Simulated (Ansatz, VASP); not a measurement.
## One calculation of Cu, two programs

```xyz
1
Lattice="0.0000 1.8075 1.8075 1.8075 0.0000 1.8075 1.8075 1.8075 0.0000" Properties=species:S:1:pos:R:3 pbc="T T T"
Cu    0.0000    0.0000    0.0000
```

Alike in both runs: task relaxation of cell and atoms; functional LDA; k mesh 18 × 18 × 18; occupations fermi-dirac, width 0.05 eV; no spin polarisation.

|  | VASP | Ansatz |
| --- | --- | --- |
| version | VASP 6.6.1 | Ansatz 0.2.0 |
| potentials or method | VASP PAW LDA potentials, release 64 (Cu) | PAW with Ansatz's default frozen-core files, scalar-relativistic |
| plane-wave cutoff (eV) | 600 | 420 |
| valence electrons in the cell | 11 | 19 |

VASP gave:

* relaxed volume (Å³/atom): 10.95
* relaxed cell length with the largest relative difference (Å): 2.493
* energy change over the relaxation (meV/atom): -34

What did Ansatz give for the same quantities?

Relaxed volume (Å³/atom): 10.89; relaxed cell length with the largest relative difference (Å): 2.488; energy change over the relaxation (meV/atom): -39.

The two sets of potentials don't hold the same shells in valence.
